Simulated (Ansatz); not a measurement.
Set up this calculation in Ansatz 0.2.0, as the native input.

```
Task                                : band structure
Functional                          : PBEsol
Potentials or basis                 : Ansatz PAW
Cutoff                              : 420 eV (not typed: the program's choice for these potentials)
k mesh                              : 11 × 11 × 11
Occupations                         : fermi-dirac, width 0.05 eV
Spin                                : no spin polarisation
Path                                : [["G", "X", "W", "K", "G", "L", "U", "W", "L", "K"], ["U", "X"]]
Points for each segment of the path : 14
```

AlN:

```xyz
2
Lattice="0.0000 2.0345 2.0345 2.0345 0.0000 2.0345 2.0345 2.0345 0.0000" Properties=species:S:1:pos:R:3 pbc="T T T"
Al    2.0345    2.0345    2.0345
N     0.0000    0.0000    0.0000
```

Measurements of this composition are mostly on another form, of space group No. 186.

The input as run:

input.yaml

```yaml
crystal:
  lattice:
    - [0.0, 2.034518, 2.034518]
    - [2.034518, 0.0, 2.034518]
    - [2.034518, 2.034518, 0.0]
  atoms:
    - { symbol: Al, position: [0.5, 0.5, 0.5] }
    - { symbol: "N", position: [0.0, 0.0, 0.0] }
hamiltonian:
  xc: pbesol
  pseudopotentials: { kind: paw }
kpoints:
  mp_grid: { grid: [11, 11, 11] }
  band_path:
    path:
      - [[0.0, 0.0, 0.0], [0.5, 0.0, 0.5], [0.5, 0.25, 0.75], [0.375, 0.375, 0.75], [0.0, 0.0, 0.0], [0.5, 0.5, 0.5], [0.625, 0.25, 0.625], [0.5, 0.25, 0.75], [0.5, 0.5, 0.5], [0.375, 0.375, 0.75]]
      - [[0.625, 0.25, 0.625], [0.5, 0.0, 0.5]]
    npoints: 14
scf:
  occupations: { method: fermi_dirac, width: 0.05 }
  n_extra_bands: 6
output:
  forces: true
  stress: true
  eigenvalues: true
  fatbands: false
```

Potentials or basis: Ansatz PAW.

The run is started by

```sh
$ ansatz run input.yaml --threads 2 --pin off --max-ram 5632MiB --backend cpu --events-out ev --progress --plain --runs-dir out
```

It gave:

```yaml
Pressure: -4.5 GPa
Band_gap_on_the_k_mesh: 4.51 eV, indirect (least direct gap 5.38 eV)
Band_gap_along_the_path: 4.38 eV, indirect (least direct gap 5.38 eV)
```

Caveat: the k mesh misses the band edges, so the gap on the mesh is wider than the one along the path; the pressure holds a Pulay correction of +0.6 GPa for the finite cutoff; the PAW data sets come from PBE, with cores solved anew for the run's functional, which leaves a small shift of forces and pressure.

Run time: 0.52 s on 2 threads of Intel(R) Xeon(R) 6975P-C (Granite Rapids) (shared host), peak memory 0.32 GiB.
